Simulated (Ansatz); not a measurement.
# Re: properties at the relaxed cell

An exercise on one series of results from a longer session: the logs are not shown, and one member is left open.

This is Re in the fcc structure; at room conditions it is hcp.

Program: Ansatz 0.2.0. Level of theory: DFT r2SCAN, scalar-relativistic, plane waves, PAW. These are calculated values, not measurements.

2 further runs of the same task are left out: 2 set aside as unsound or not needed.

## The system as given

It takes space group Fm-3m (No. 225, cubic). The conventional cell has a = 3.893 Å, b = 3.893 Å, c = 3.893 Å, α = 90.00°, β = 90.00°, γ = 90.00°. Re (site symmetry m-3m) is surrounded by 12 Re at 2.75 Å.

Coordinates:

```
CELL_PARAMETERS angstrom
0.00000 1.94672 1.94672
1.94672 0.00000 1.94672
1.94672 1.94672 0.00000
ATOMIC_POSITIONS crystal
Re 0.00000 0.00000 0.00000
```

It is the result of an earlier relaxation at this level (volume 14.76 Å³/atom; gap on the mesh: none (metal)).

Set-up of the first run:

File input.yaml:

```yaml
crystal:
  lattice:
    - [0.0, 1.9467225524, 1.9467225524]
    - [1.9467225524, 0.0, 1.9467225524]
    - [1.9467225524, 1.9467225524, 0.0]
  atoms:
    - { symbol: Re, position: [0.0, 0.0, 0.0] }
basis:
  ecutwfc: 500
kpoints:
  mp_grid: { grid: [18, 18, 18] }
  band_path:
    path:
      - [[0.0, 0.0, 0.0], [0.5, 0.0, 0.5], [0.625, 0.25, 0.625]]
      - [[0.375, 0.375, 0.75], [0.0, 0.0, 0.0], [0.5, 0.5, 0.5], [0.5, 0.25, 0.75], [0.5, 0.0, 0.5]]
    npoints: 14
hamiltonian:
  xc: r2scan
scf:
  occupations: { method: gaussian, width: 0.1 }
  n_extra_bands: 6
output:
  forces: true
  stress: true
  eigenvalues: true
  populations: true
  dos: { projected: true, de: 0.02, nscf_kmesh: { grid: [27, 27, 27] } }
  bader: true
  write_density: true
  write_potential: true
  elf: true
  volumetric_format: npy
```

Launch:

```console
ansatz run input.yaml --threads 1 --pin off --max-ram 2560MiB --backend cpu --events-out ev --progress --plain --runs-dir out
```

Steps of the session up to this table: Static run: bands, density of states and charges; The cell as listed, for comparison; Volume × 0.97; Point at V/V0 = 1.03; Volume × 0.94; Volume × 1.06; Volume × 0.91; Point at V/V0 = 1.10; Volume × 0.88.

One table of the session follows, with a row left open; its other results are not shown here.

It belongs to the step «Fit of the equation of state». 

```
volume (Å³/atom)  energy above the lowest point (meV/atom)  pressure (GPa)
          12.984                                     320.7           64.91
          13.427                                     170.2           44.69
          13.870                                         ?               ?
          14.312                                      16.8           12.58
          14.755                                       0.0           -0.01
          15.198                                      15.3          -10.73
          15.640                                      57.9          -19.85
          16.231                                     150.3          -29.88
```

Q: Estimate the row for volume (Å³/atom) = 13.870 from the others.

Worked estimate for «energy above the lowest point (meV/atom)». A straight line through the neighbours (13.427, 170.2) and (14.312, 16.8) gives 170.2 + (16.8 − 170.2) × (13.870 − 13.427) / (14.312 − 13.427) = 93.4; a parabola fitted to 4 rows on both sides gives 71.2.

The run gave: energy above the lowest point (meV/atom): 71.3; pressure (GPa): 27.37. In «energy above the lowest point (meV/atom)» the line misses by +22.1 and the parabola by -0.1.
